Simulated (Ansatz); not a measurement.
## What a change of settings does to a run on NbN

The geometry is COD entry 1538667, unchecked; take it as a test cell. The listed cell was then made from it by scaling, straining or moving an atom.

First run: DFT, PBE, all-electron LAPW, scalar-relativistic (Ansatz 0.2.0).

Command: `ansatz run input.yaml --threads 1 --pin off --max-ram 2048MiB --backend cpu --events-out ev --progress --plain --runs-dir out` The run took 82 s on 1 thread of Arm Neoverse V1, with other jobs on the host, peak memory 0.91 GiB.

```yaml
crystal:
  lattice:
    - [0.021945, 2.2054725, 2.2054725]
    - [2.2054725, 0.021945, 2.2054725]
    - [2.2054725, 2.2054725, 0.021945]
  atoms:
    - { symbol: Nb, position: [0.5, 0.5, 0.5] }
    - { symbol: "N", position: [0.0, 0.0, 0.0] }
kpoints:
  mp_grid: { grid: [13, 13, 13] }
scf:
  occupations: { method: fermi_dirac, width: 0.08 }
hamiltonian:
  xc: pbe
  pseudopotentials: { kind: all_electron, lapw: { basis_error: 0.00025 } }
output:
  forces: true
  stress: true
  eigenvalues: true
```

Result: converged; pressure 7.10 GPa; no gap on the k mesh; 10 SCF iterations.

A second run of a changed input logged this at its end:

```
Error: YAML parse error: error: line 13 column 3: unknown field `conv_thr`, expected one of max_iter, algorithm, n_extra_bands, self_checks, convergence, lower_state_search, omitted_lower_state_checks, lower_solution_reach, mixing, occupations, eigensolver, initial_density, exx
  --> <input>:13:3
   |
11 | scf:
12 |   occupations: { method: fermi_dirac, width: 0.08 }
13 |   conv_thr: 0.3
   |   ^ unknown field `conv_thr`, expected one of max_iter, algorithm, n_extra_bands, self_checks, convergence, lower_state_search, omitted_lower_state_checks, lower_solution_reach, mixing, occupations, eigensolver, initial_density, exx
14 |   max_iter: 80
15 | hamiltonian:
   |
```

What was wrong with the input?

A keyword of another program, by this change (others could give a like log):
```diff
@@ -11,4 +11,6 @@
 scf:
   occupations: { method: fermi_dirac, width: 0.08 }
+  conv_thr: 0.3
+  max_iter: 80
 hamiltonian:
   xc: pbe
```
